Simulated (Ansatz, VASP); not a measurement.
## One calculation of FeO (Wuestite), two programs

```xyz
2
Lattice="0.0000 2.1554 2.1554 2.1554 0.0000 2.1554 2.1554 2.1554 0.0000" Properties=species:S:1:pos:R:3 pbc="T T T"
Fe    0.0000    0.0000    0.0000
O     2.1554    2.1554    2.1554
```

Alike in both runs: task single point; functional PBE; k mesh 11 × 11 × 11; occupations fermi-dirac, width 0.05 eV; collinear spin.

|  | VASP | Ansatz |
| --- | --- | --- |
| version | VASP 6.6.1 | Ansatz 0.2.0 |
| potentials or method | VASP PAW PBE potentials, release 64 (Fe, O) | Ansatz PAW |
| plane-wave cutoff (eV) | 520 | 420 |
| valence electrons in the cell | 14 | 22 |

```tsv
	VASP	Ansatz	Ansatz less VASP
gap on the k mesh at the Fermi level (eV)	none	none	-
pressure (GPa)	-0.2	-0.2	-0.04
net moment per atom (μB)	2.00	2.00	0.000
size of the moment on the site where the two differ most (μB)	3.62	3.45	-0.169
```

Site moments also hang on the region over which each program counts them. A gap of «none» marks a metal or a gap that the smearing closes. The two sets of potentials don't hold the same shells in valence.

Caveats: a cell with one magnetic atom can't hold antiferromagnetic order, which such compounds often take; semilocal functionals often make such compounds metallic where correlation or magnetic order opens a gap, which also shifts bond lengths; the pressure holds a Pulay correction of +0.6 GPa for the finite cutoff (Ansatz).
